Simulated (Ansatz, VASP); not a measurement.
# One calculation of Y, two programs

Contents of INCAR:

```
SYSTEM = Y
  PREC = Accurate
  ENCUT = 520
  EDIFF = 1E-6
  ISMEAR = -1
  SIGMA = 0.08
  LREAL = .False.
  LASPH = .True.
  NELM = 100
  ALGO = Normal
  ISIF = 2
  LWAVE = .False.
  LCHARG = .True.
  GGA = CA
  LELF = .True.
  LVHAR = .True.
  NBANDS = 18
```

KPOINTS

```
Automatic mesh
0
Gamma
  12 12 7
  0 0 0
```

File POSCAR:

```
Y
1.0
    3.6514992371      0.0000000000      0.0000000000
   -1.8257496185      3.1622911012      0.0000000000
    0.0000000000      0.0000000000      5.8623480000
Y
2
Direct
    0.3333333333      0.6666666667      0.2500000000
    0.6666666667      0.3333333333      0.7500000000
```

Input for Ansatz:

```yaml
crystal:
  lattice:
    - [3.6514992371, 0.0, 0.0]
    - [-1.8257496185, 3.1622911012, 0.0]
    - [0.0, 0.0, 5.862348]
  atoms:
    - { symbol: "Y", position: [0.3333333333, 0.6666666667, 0.25] }
    - { symbol: "Y", position: [0.6666666667, 0.3333333333, 0.75] }
kpoints:
  mp_grid: { grid: [12, 12, 7] }
  band_path:
    path:
      - [0.0, 0.0, 0.0]
      - [0.5, 0.0, 0.0]
      - [0.3333333333, 0.3333333333, 0.0]
      - [0.0, 0.0, 0.0]
      - [0.0, 0.0, 0.5]
      - [0.5, 0.0, 0.5]
      - [0.3333333333, 0.3333333333, 0.5]
      - [0.0, 0.0, 0.5]
      - [0.5, 0.0, 0.5]
    npoints: 5
scf:
  occupations: { method: fermi_dirac, width: 0.08 }
hamiltonian:
  xc: lda
  pseudopotentials: { kind: all_electron, lapw: { basis_error: 0.00025 } }
output:
  forces: true
  stress: true
  eigenvalues: true
```

Change from the starting cell: zz strain of +2 %.

Alike in both runs: task single point; functional LDA; k mesh 12 × 12 × 7; occupations fermi-dirac, width 0.08 eV; no spin polarisation.

|  | VASP | Ansatz |
| --- | --- | --- |
| version | VASP 6.6.1 | Ansatz 0.2.0 |
| potentials or method | VASP PAW LDA potentials, release 64 (Y_sv) | all-electron LAPW, scalar-relativistic |
| plane-wave cutoff (eV) | 520 | see its input |

Ansatz gave:

- pressure (GPa): -4.5
- largest component of the traceless stress (GPa): 1.02

Problem. Which values does VASP return?

Solution. Pressure (GPa): -4.6; largest component of the traceless stress (GPa): 1.01.

Ansatz ran all-electron here, so the differences hold the error of VASP's frozen core and of both bases.
